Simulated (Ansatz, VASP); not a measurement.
BP: VASP beside Ansatz

The input INCAR:

```
SYSTEM = BP
PREC = Accurate ; ENCUT = 520
EDIFF = 1E-6 ; ISMEAR = 0
SIGMA = 0.05 ; LREAL = .FALSE.
LASPH = .TRUE. ; NELM = 60
ALGO = Normal ; ISIF = 2
LWAVE = .FALSE. ; LCHARG = .FALSE.
GGA = PE ; NBANDS = 11
```

The input KPOINTS:

```
regular mesh
0
G
  10 10 10
  0 0 0
```

The input POSCAR:

```
BP
1.0
    0.0000000000      2.2741518671      2.3082641451
    2.2741518671      0.0000000000      2.3082641451
    2.2741518671      2.2741518671      0.0000000000
B P
1 1
Direct
    0.0000000000      0.0000000000      0.0000000000
    0.7500000000      0.7500000000      0.7500000000
```

Input for Ansatz:

```yaml
crystal:
  lattice:
    - [0.0, 2.2741518671, 2.3082641451]
    - [2.2741518671, 0.0, 2.3082641451]
    - [2.2741518671, 2.2741518671, 0.0]
  atoms:
    - { symbol: B, position: [0.0, 0.0, 0.0] }
    - { symbol: P, position: [0.75, 0.75, 0.75] }
basis:
  ecutwfc: 420
kpoints:
  mp_grid: { grid: [10, 10, 10] }
hamiltonian:
  xc: pbe
scf:
  occupations: { method: gaussian, width: 0.05 }
output:
  forces: true
  stress: true
  eigenvalues: true
```

Change from the starting cell: strain +0.000 along x and y, +0.015 along z, atoms carried along.

Alike in both runs: task single point; functional PBE; k mesh 10 × 10 × 10; occupations gaussian, width 0.05 eV; no spin polarisation.

|  | VASP | Ansatz |
| --- | --- | --- |
| version | VASP 6.6.1 | Ansatz 0.2.0 |
| potentials or method | VASP PAW PBE potentials, release 64 (B, P) | scalar-relativistic, plane waves, PAW |
| plane-wave cutoff (eV) | 520 | 420 |
| valence electrons in the cell | 8 | 8 |

```tsv
	VASP	Ansatz	Ansatz less VASP
gap on the k mesh at the Fermi level (eV)	1.16	1.16	+0.004
least direct gap on the mesh (eV)	3.29	3.30	+0.003
pressure (GPa)	-2.5	-2.3	+0.22
largest component of the traceless stress (GPa)	2.66	2.66	-0.004
```

A k mesh can miss the band edges.
